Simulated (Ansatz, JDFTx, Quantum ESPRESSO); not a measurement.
## Ni: programs and potentials compared

```
Ni
1.0
     0.00000    1.73757    1.73757
     1.73757    0.00000    1.73757
     1.73757    1.73757    0.00000
Ni
1
Direct
  0.00000 0.00000 0.00000
```

Alike in all runs: task equation of state; functional LDA; k mesh 13 × 13 × 13; occupations fermi-dirac, width 0.05 eV; collinear spin, ferromagnetic start; no spin-orbit coupling. LDA stands for any of its common fits.

```csv
program and potentials,plane-wave cutoff (eV),notes,equilibrium volume (Å³/atom),bulk modulus (GPa)
"Quantum ESPRESSO, PseudoDojo 0.4.1 SR LDA standard",1333,moment up to 0.63 μB a cell,10.03,255.3
"JDFTx, PseudoDojo-SR-LDA-0.4.1-standard",1333,-,10.03,255.3
"Ansatz, all-electron LAPW, scalar-relativistic",-,moment up to 0.63 μB a cell,10.03,256.6
```

All agree on the equilibrium volume. The bulk modulus spans 255.3 (JDFTx, PseudoDojo-SR-LDA-0.4.1-standard) to 256.6 GPa (Ansatz, all-electron LAPW, scalar-relativistic), with all-electron results at 256.6. For a metal such a mesh isn't converged, which the comparison doesn't need.

The functional is the same throughout but for its coding, so the spread measures potentials, basis and numerics; runs on potential files found faulty are left out.
